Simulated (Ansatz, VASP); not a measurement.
**GaCo: VASP beside Ansatz**

The input INCAR:

```
PREC = Accurate
ENCUT = 520
EDIFF = 1E-6
ISMEAR = 0
SIGMA = 0.1
LREAL = F
LASPH = T
NELM = 150
ALGO = Normal
ISIF = 2
LWAVE = F
LCHARG = F
ISPIN = 2
MAGMOM = 0 3
LORBIT = 11
LMAXMIX = 4
GGA = PE
NBANDS = 22
```

The input KPOINTS:

```
Automatic mesh
0
Gamma
  6 6 6
```

File POSCAR:

```
GaCo
1.0
    2.8831000000      0.0000000000      0.0000000000
    0.0000000000      2.8831000000      0.0000000000
    0.0000000000      0.0000000000      2.8831000000
Ga Co
1 1
Direct
    0.5000000000      0.5000000000      0.5000000000
    0.0000000000      0.0000000000      0.0000000000
```

Input for Ansatz:

```yaml
crystal:
  lattice:
    - [2.8831, 0.0, 0.0]
    - [0.0, 2.8831, 0.0]
    - [0.0, 0.0, 2.8831]
  atoms:
    - { symbol: Ga, position: [0.5, 0.5, 0.5] }
    - { symbol: Co, position: [0.0, 0.0, 0.0], spin: 3.0 }
basis:
  ecutwfc: 420
kpoints:
  mp_grid: { grid: [6, 6, 6] }
hamiltonian:
  xc: pbe
scf:
  occupations: { method: gaussian, width: 0.1 }
  lower_state_search: "off"
output:
  forces: true
  stress: true
  eigenvalues: true
  populations: true
magnetization:
  spin_polarized: true
```

Alike in both runs: task single point; functional PBE; k mesh 6 × 6 × 6; occupations gaussian, width 0.1 eV; collinear spin.

|  | VASP | Ansatz |
| --- | --- | --- |
| version | VASP 6.6.1 | Ansatz 0.2.0 |
| potentials or method | VASP PAW PBE potentials, release 64 (Ga_d, Co) | scalar-relativistic, plane waves, PAW |
| plane-wave cutoff (eV) | 520 | 420 |
| valence electrons in the cell | 22 | 30 |

```tsv
	VASP	Ansatz	Ansatz less VASP
gap on the k mesh at the Fermi level (eV)	none	none	-
pressure (GPa)	0.3	0.0	-0.29
net moment per atom (μB)	0.12	0.12	0.000
size of the moment on the site where the two differ most (μB)	0.28	0.29	+0.009
```

Site moments also hang on the region over which each program counts them. A gap of «none» marks a metal or a gap that the smearing closes. The functional is the same, so the differences come from potentials, cutoffs and numerics. The two sets of potentials don't hold the same shells in valence. Ansatz warned: «seeded_moment_not_kept».

Caveats: the k mesh is coarse (spacing up to 0.36 Å⁻¹), so the values aren't converged.
